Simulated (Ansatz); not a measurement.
KF (Carobbiite) under changes of volume

One of the cells (19.074 Å³/atom); the others are scaled copies at fixed shape and fractional positions:

```
K F
1.0
     0.00000    2.67185    2.67185
     2.67185    0.00000    2.67185
     2.67185    2.67185    0.00000
K F
1 1
Direct
  0.00000 0.00000 0.00000
  0.50000 0.50000 0.50000
```

```yaml
Program: Ansatz 0.2.0
Functional: PBE0
Potentials_or_basis: Ansatz PAW
Cutoff: "420 eV (not typed: the program's choice for these potentials)"
k_mesh: 6 × 6 × 6
Occupations: fermi-dirac, width 0.05 eV
Spin: no spin polarisation
```

| volume (Å³/atom) | energy over the lowest point (meV/atom) | pressure (GPa) | gap on the mesh (eV) |
| --- | --- | --- | --- |
| 17.929 | 11.36 | 2.8 | 9.32 |
| 18.311 | ? | ? | ? |
| 18.692 | 2.04 | 1.1 | 9.07 |
| 19.074 | 0.20 | 0.4 | 8.96 |
| 19.455 | 0.00 | -0.2 | 8.85 |
| 19.837 | 1.18 | -0.8 | 8.74 |
| 20.218 | 3.65 | -1.3 | 8.64 |

Task: What does the run at 18.311 Å³/atom give?

Result: Energy over the lowest point 5.67 meV/atom; pressure 1.9 GPa; gap on the mesh 9.19 eV.

Worked out: A Birch-Murnaghan fit of order 3 (a polynomial in V^(-2/3)) to the other rows has its minimum at 19.32 Å³/atom with B0 = V·E''(V) = 32 GPa and B' = 5.1. It gives 5.67 meV/atom at 18.311 Å³/atom, against the run's 5.67, and -dE/dV = 1.9 GPa, against 1.9. A straight line through the other rows of the gap, of slope -5.65 eV per unit of ln V (its deformation potential), gives 9.19 eV, against the run's 9.19.

Energies are extrapolated to zero smearing.

Caveats: the PAW data sets come from PBE, with cores solved anew for the run's functional, which leaves a small shift of forces and pressure; the thresholds are loose for stress.
